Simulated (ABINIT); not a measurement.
The system is SnTe.

```
CELL_PARAMETERS angstrom
0.00000 3.15085 3.15085
3.15085 0.00000 3.15085
3.15085 3.15085 0.00000
ATOMIC_POSITIONS crystal
Te 0.50000 0.50000 0.50000
Sn 0.00000 0.00000 0.00000
```

* Program: ABINIT 10.8.3 (patched build)
* Task: relaxation of cell and atoms
* Functional: PBE
* Potentials or basis: SPMS NC PBE v1.0
* Cutoff: 707 eV
* k mesh: 5 × 5 × 5
* Occupations: fermi-dirac, width 0.05 eV
* Spin: no spin polarisation

At the start: pressure 2.3 GPa; volume 31.28 Å³/atom.

**Question.** Where does the relaxation end?

**Answer.** Over 5 steps the energy falls by 11.4 meV/atom and the volume is 32.94 Å³/atom (+5.3 %); space group Fm-3m (No. 225, to 0.05 Å).

The path:
```csv
step,energy change (eV),largest force (eV/Å),pressure (GPa),volume (Å³)
1,0.0000,0.0000,2.31,62.56
2,-0.0059,0.0000,1.96,63.00
3,-0.0227,0.0000,0.11,65.69
4,-0.0228,0.0000,0.01,65.86
5,-0.0228,0.0000,0.00,65.87
```

Final structure:
```yaml
crystal:
  lattice:
    - [0.00000, 3.20545, 3.20545]
    - [3.20545, 0.00000, 3.20545]
    - [3.20545, 3.20545, 0.00000]
  atoms:
    - { symbol: Te, position: [0.50000, 0.50000, 0.50000] }
    - { symbol: Sn, position: [0.00000, 0.00000, 0.00000] }
```
